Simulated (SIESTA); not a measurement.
# MgS under changes of volume

One of the cells (23.195 Å³/atom); the others are scaled copies at fixed shape and fractional positions:

```
S Mg
1.0
     0.00000    2.85188    2.85188
     2.85188    0.00000    2.85188
     2.85188    2.85188    0.00000
S Mg
1 1
Direct
  0.25000 0.25000 0.25000
  0.00000 0.00000 0.00000
```

The cell comes from a database or a generator and needn't be the stable form of this composition.

```yaml
Program: SIESTA 5.4.2
Functional: PBE
Potentials_or_basis: PseudoDojo 0.4 standard (PBE files)
Basis: DZP (energy shift 0.002 Ry)
Grid_cutoff: 800 Ry
Energy_shift: 0.002 Ry
k_mesh: 8 × 8 × 8
Occupations: fermi-dirac, width 0.05 eV
Spin: no spin polarisation
```

```tsv
volume (Å³/atom)	energy over the lowest point (meV/atom)	pressure (GPa)	gap on the mesh (eV)
21.376	58.16	7.5	3.69
21.831	?	?	?
22.285	24.07	4.5	3.47
23.195	5.69	2.0	3.26
23.650	1.41	1.0	3.17
24.105	0.00	0.0	3.07
```

Question: What does the run at 21.831 Å³/atom give?

Answer: Energy over the lowest point 39.00 meV/atom; pressure 6.0 GPa; gap on the mesh 3.58 eV.

Worked out: A Birch-Murnaghan fit of order 3 (a polynomial in V^(-2/3)) to the other rows has its minimum at 24.12 Å³/atom, just outside them, with B0 = V·E''(V) = 48 GPa and B' = 4.6. It gives 38.92 meV/atom at 21.831 Å³/atom, against the run's 39.00, and -dE/dV = 6.0 GPa, against 6.0. A straight line through the other rows of the gap, of slope -5.15 eV per unit of ln V (its deformation potential), gives 3.58 eV, against the run's 3.58.

Energies are extrapolated to zero smearing.

Caveats: semicore shells carry a single zeta, which can move pressures by several GPa and volumes by a few percent; the basis of atomic orbitals isn't converged, which shifts pressures, moduli and gaps.

A mesh can miss the band edges.
